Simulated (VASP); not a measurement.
# N (P-1) in VASP: a series of runs

Runs on N. Level: PBE. Tasks: single point.

Program: VASP 6.6.1. These are calculated values, not measurements. Logs are shortened: lines on timing, memory, paths and dates and some standing lists are left out, and cuts for length are marked.

## (1) The crystal as given

The typed cell holds 2 atoms: a = 2.519 Å, b = 2.519 Å, c = 2.446 Å, α = 90.00°, β = 90.00°, γ = 120.00°.

The real solid is made of molecules; this cell is a model form.

## (2) Single point, PBE (volume scaled by 0.94)

Input file INCAR:

```
PREC = Accurate ; ENCUT = 520
EDIFF = 1E-6 ; ISMEAR = -1
SIGMA = 0.05 ; LREAL = False
LASPH = True ; NELM = 80
ALGO = Normal ; ISIF = 2
LWAVE = False ; LCHARG = False
GGA = PE ; NBANDS = 12
```

Input file KPOINTS:

```
regular mesh
0
Gamma
  12 12 11
```

Input file POSCAR:

```
N
1.0
    2.4680415246      0.0000000000      0.0000000000
   -1.2340207623      2.1373866579      0.0000000000
    0.0000000000      0.0000000000      2.3960695811
N
2
Direct
    0.3333333333      0.6666666667      0.7500000000
    0.6666666667      0.3333333333      0.2500000000
```

Potentials or basis: VASP PAW PBE potentials, release 64 (N).

Run with:

```
cat potpaw_PBE.64/N/POTCAR > POTCAR
mpirun -np 1 vasp_std > vasp.out
```

OUTCAR:

```text
PREC = Accurate
   ENCUT = 520
   EDIFF = 1E-6
   ISMEAR = -1
   LREAL = False
   LASPH = True
   NELM = 80
   ISIF = 2
   GGA = PE

 ion  position               nearest neighbor table
   1  0.333  0.667  0.750-
   2  0.667  0.333  0.250-

  LATTYP: Found a hexagonal cell.
 ALAT       =     2.4680415246
 C/A-ratio  =     0.9708384390

  Lattice vectors:

 A1 = (   2.4680415246,   0.0000000000,   0.0000000000)
 A2 = (  -1.2340207623,   2.1373866579,   0.0000000000)
 A3 = (   0.0000000000,   0.0000000000,   2.3960695811)

Analysis of symmetry for initial positions (statically):
=====================================================================
 Subroutine PRICEL returns:
 Original cell was already a primitive cell.

 Routine SETGRP: Setting up the symmetry group for a
 hexagonal supercell.

 Subroutine GETGRP returns: Found 24 space group operations
 (whereof 12 operations were pure point group operations)
 out of a pool of 24 trial point group operations.

The static configuration has the point symmetry D_3d.
 The point group associated with its full space group is D_6h.

Analysis of symmetry for dynamics (positions and initial velocities):
=====================================================================
 Subroutine PRICEL returns:
 Original cell was already a primitive cell.

 Routine SETGRP: Setting up the symmetry group for a
 hexagonal supercell.

 Subroutine GETGRP returns: Found 24 space group operations
 (whereof 12 operations were pure point group operations)
 out of a pool of 24 trial point group operations.

The dynamic configuration has the point symmetry D_3d.
 The point group associated with its full space group is D_6h.

 Subroutine INISYM returns: Found 24 space group operations
 (whereof 12 operations are pure point group operations),
 and found     1 'primitive' translations

----------------------------------------------------------------------------------------

                                     Primitive cell

  volume of cell :      12.6396

  direct lattice vectors                    reciprocal lattice vectors
     2.468041525  0.000000000  0.000000000     0.405179569  0.233930533  0.000000000
    -1.234020762  2.137386658  0.000000000     0.000000000  0.467861066  0.000000000
     0.000000000  0.000000000  2.396069581     0.000000000  0.000000000  0.417350150

  length of vectors
     2.468041525  2.468041525  2.396069581     0.467861066  0.467861066  0.417350150

  position of ions in fractional coordinates (direct lattice)
     0.333333333  0.666666667  0.750000000
     0.666666667  0.333333333  0.250000000

  ion indices of the primitive-cell ions
   primitive index   ion index
                 1           1
                 2           2

----------------------------------------------------------------------------------------

 KPOINTS: regular mesh

Automatic generation of k-mesh.
 Grid dimensions read from file:
 generate k-points for:   12   12   11

 Generating k-lattice:

  Cartesian coordinates                     Fractional coordinates (reciprocal lattice)
     0.033764964  0.019494211  0.000000000     0.083333333  0.000000000  0.000000000
     0.000000000  0.038988422  0.000000000     0.000000000  0.083333333  0.000000000
     0.000000000  0.000000000  0.037940923     0.000000000  0.000000000  0.090909091

  Length of vectors
     0.038988422  0.038988422  0.037940923

  Shift w.r.t. Gamma in fractional coordinates (k-lattice)
     0.000000000  0.000000000  0.000000000

 Subroutine IBZKPT returns following result:
 ===========================================

 Found    114 irreducible k-points:

 Following reciprocal coordinates:
            Coordinates               Weight
  0.000000  0.000000  0.000000      1.000000
  0.083333  0.000000  0.000000      6.000000
  0.166667 -0.000000  0.000000      6.000000
  0.250000  0.000000  0.000000      6.000000
  0.333333 -0.000000  0.000000      6.000000
  0.416667  0.000000  0.000000      6.000000
[... 16 lines left out ...]
  0.250000  0.000000  0.090909     12.000000
  0.333333 -0.000000  0.090909     12.000000
 [... further k-points ...]
   k-points           NKPTS =    114   k-points in BZ     NKDIM =    114   number of bands    NBANDS=     12
   number of dos      NEDOS =    301   number of ions     NIONS =      2
   total plane-waves  NPLWV =   5832
   dimension x,y,z NGX =    18 NGY =   18 NGZ =   18
   dimension x,y,z NGXF=    36 NGYF=   36 NGZF=   36
   ions per type =               2
   NGX,Y,Z   is equivalent  to a cutoff of  12.12, 12.12, 12.49 a.u.
   NGXF,Y,Z  is equivalent  to a cutoff of  24.25, 24.25, 24.98 a.u.
 SYSTEM =  unknown system
   PREC   = accura    normal or accurate (medium, high low for compatibility)
   ISTART =      0    job   : 0-new  1-cont  2-samecut
   ICHARG =      2    charge: 1-file 2-atom 10-const
   ISPIN  =      1    spin polarized calculation?
   LNONCOLLINEAR =      F non collinear calculations
   LSORBIT =      F    spin-orbit coupling
   LASPH  =      T    aspherical Exc in radial PAW
   ENCUT  =  520.0 eV  38.22 Ry    6.18 a.u.   4.59  4.59  4.46*2*pi/ulx,y,z
   NELM   =     80;   NELMIN=  2; NELMDL= -5     # of ELM steps
   EDIFF  = 0.1E-05   stopping-criterion for ELM
   LREAL  =      F    real-space projection
   EDIFFG = 0.1E-04   stopping-criterion for IOM
   NSW    =      0    number of steps for IOM
   IBRION =     -1    ionic relax: 0-MD 1-quasi-New 2-CG
   NFREE  =      0    steps in history (QN), initial steepest desc. (CG)
   ISIF   =      2    stress and relaxation
   ISYM   =      2    0-nonsym 1-usesym 2-fastsym
   POTIM  = 0.5000    time-step for ionic-motion
   TEBEG  =    0.0;   TEEND  =   0.0 temperature during run
   PSTRESS=    0.0 pullay stress
   NELECT =      10.0000    total number of electrons
   NUPDOWN=      -1.0000    fix difference up-down
   EMIN   =  10.00;   EMAX   =-10.00  energy-range for DOS
   EFERMI =   0.00;   METHOD = LEGACY
   ISMEAR =    -1;   SIGMA  =   0.05  broadening in eV -4-tet -1-fermi 0-gaus
   EFERMI_NEDOS =   21; number of points for ismear=-14 and -15
   IALGO  =     38    algorithm
   IMIX   =      4    mixing-type and parameters
     AMIX     =   0.40;   BMIX     =  1.00
     AMIX_MAG =   1.60;   BMIX_MAG =  1.00
  volume/ion in A,a.u.               =       6.32        42.65
  Fermi-wavevector in a.u.,A,eV,Ry     =   1.514130  2.861291 31.192577  2.292590
  Thomas-Fermi vector in A             =   2.623829
   LORBIT       =      0    0 simple, 1 ext, 2 COOP (PROOUT), +10 PAW based schemes
   GGA     = PE    functional components
   LHFCALC =     F    Hartree Fock is set to
   AEXX    =    0.0000 exact exchange contribution
   IVDW    =     0    specifies the selected vdW correction
   LEPSILON=     F    determine dielectric tensor
   LRPA    =     F    only Hartree local field effects (RPA)
 non-spin polarized calculation
  energy-cutoff  :      520.00
  volume of cell :       12.64
 maximum number of plane-waves:       357
   NGX =  9   NGY =  9   NGZ =  9

 number of electron      10.0000000 magnetization

 number of electron       9.9999999 magnetization

 Free energy of the ion-electron system (eV)
  ---------------------------------------------------
  ext. energy  EPLUGINS =         0.00000000
  ---------------------------------------------------
  free energy    TOTEN  =        -9.31160697 eV

  energy without entropy =       -9.30407983  energy(sigma->0) =       -9.30784340

 E-fermi :   8.0426     XC(G=0): -13.3834

 val. band max:        8.0364035948   @ k =   0.4167   0.1667   0.0000
 cond. band min:       8.0535094115   @ k =   0.3333   0.3333   0.0000
 fundamental gap:      0.0171058168
 Fermi energy:         8.0426126637

 k-point     1 :       0.0000    0.0000    0.0000
  band No.  band energies     occupation
      1     -14.9882      2.00000
      2       2.7695      2.00000
      3       2.8341      2.00000
      4       5.4361      2.00000
      5       5.4361      2.00000
      6      10.9376      0.00000
      7      10.9376      0.00000
      8      14.5702      0.00000
      9      22.6104      0.00000
     10      26.6957      0.00000
     11      34.0086      0.00000
     12      34.0086      0.00000

 k-point     2 :       0.0833    0.0000    0.0000
  band No.  band energies     occupation
      1     -14.8116      2.00000
      2       2.0814      2.00000
      3       2.9793      2.00000
      4       5.1468      2.00000
      5       5.5870      2.00000
      6      10.8786      0.00000
      7      11.2221      0.00000
      8      14.3319      0.00000
      9      23.0484      0.00000
     10      26.4997      0.00000
     11      34.2828      0.00000
     12      34.4246      0.00000

 k-point     3 :       0.1667   -0.0000    0.0000
  band No.  band energies     occupation
      1     -14.2860      2.00000
      2       0.4239      2.00000
      3       3.4068      2.00000
      4       4.4810      2.00000
      5       5.8073      2.00000
      6      10.7545      0.00000
      7      11.8607      0.00000
      8      13.6551      0.00000
      9      24.0329      0.00000
     10      26.1124      0.00000
     11      35.1543      0.00000
     12      35.5756      0.00000
[... 286 lines left out ...]
 k-point    23 :       0.2500    0.0000    0.0909
  band No.  band energies     occupation
      1     -13.2525      2.00000
      2      -1.6755      2.00000
      3       2.7081      2.00000
      4       3.8982      2.00000
      5       7.0608      2.00000
      6      10.3055      0.00000
      7      12.3283      0.00000
      8      12.7982      0.00000
      9      24.2109      0.00000
     10      27.4569      0.00000
     11      35.9302      0.00000
     12      36.5268      0.00000

 k-point    24 :       0.3333   -0.0000    0.0909
  band No.  band energies     occupation
      1     -12.0953      2.00000
      2      -3.7978      2.00000
      3       3.2945      2.00000
      4       3.3313      2.00000
      5       7.1402      2.00000
      6       9.7460      0.00000
      7      12.2761      0.00000
      8      12.7707      0.00000
      9      23.2505      0.00000
     10      29.6903      0.00000
     11      35.1692      0.00000
     12      37.8344      0.00000

 [... further k-points ...]

------------------------ aborting loop because EDIFF is reached ----------------------------------------

  FORCE on cell =-STRESS in cart. coord.  units (eV):
  Direction    XX          YY          ZZ          XY          YZ          ZX
  --------------------------------------------------------------------------------------
  -------------------------------------------------------------------------------------
  Total        2.2287728      2.2287728      1.5824958      0.0000000     -0.0000000      0.0000000
  in kB      282.5149215    282.5149215    200.5941109      0.0000000     -0.0000000      0.0000000
  external PRESSURE =     255.2079846 kB  Pullay stress =       0.0000000 kB

 VOLUME and BASIS-vectors are now :
 -----------------------------------------------------------------------------
  energy-cutoff  :      520.00
  volume of cell :       12.64
      direct lattice vectors                 reciprocal lattice vectors
     2.468041525  0.000000000  0.000000000     0.405179569  0.233930533  0.000000000
    -1.234020762  2.137386658  0.000000000     0.000000000  0.467861066  0.000000000
     0.000000000  0.000000000  2.396069581     0.000000000  0.000000000  0.417350150

 POSITION                                       TOTAL-FORCE (eV/Angst)
 -----------------------------------------------------------------------------------
     -0.00000      1.42492      1.79705        -0.000000      0.000000      0.000000
      1.23402      0.71246      0.59902         0.000000     -0.000000      0.000000
 -----------------------------------------------------------------------------------
    total drift:                               -0.000000      0.000000      0.000000

  FREE ENERGIE OF THE ION-ELECTRON SYSTEM (eV)
  ---------------------------------------------------
  free  energy   TOTEN  =        -9.3116069699 eV

  energy  without entropy=       -9.3040798346  energy(sigma->0) =       -9.30784340
```

It took 17 s on 1 thread of AMD EPYC 7R43 (Zen 3), shared host; peak memory 0.08 GiB.

What came out:

| Property | Result |
| --- | --- |
| Free energy | -9.3116 eV |
| Pressure | 25.5 GPa |
| Band gap on the k mesh | none (metal or under the smearing width) |

Stress tensor (GPa, compression positive):
```
28.25  0.00  0.00
 0.00 28.25  0.00
 0.00  0.00 20.06
```

Levels at points of the mesh, in eV from the Fermi level:
| k point | band 3 | band 4 | band 5 | band 6 | band 7 | band 8 |
| --- | --- | --- | --- | --- | --- | --- |
| (0.00, 0.00, 0.00) | -5.21 | -2.61 | -2.61 | 2.89 | 2.89 | 6.53 |
| (0.50, 0.00, 0.00) | -5.43 | -2.13 | -1.70 | 1.73 | 2.93 | 5.38 |

Caveat: so large a pressure means that the cell lies far from this level's equilibrium, or that cutoff or potentials fall short.

(Part 1 of 2 ends here.)
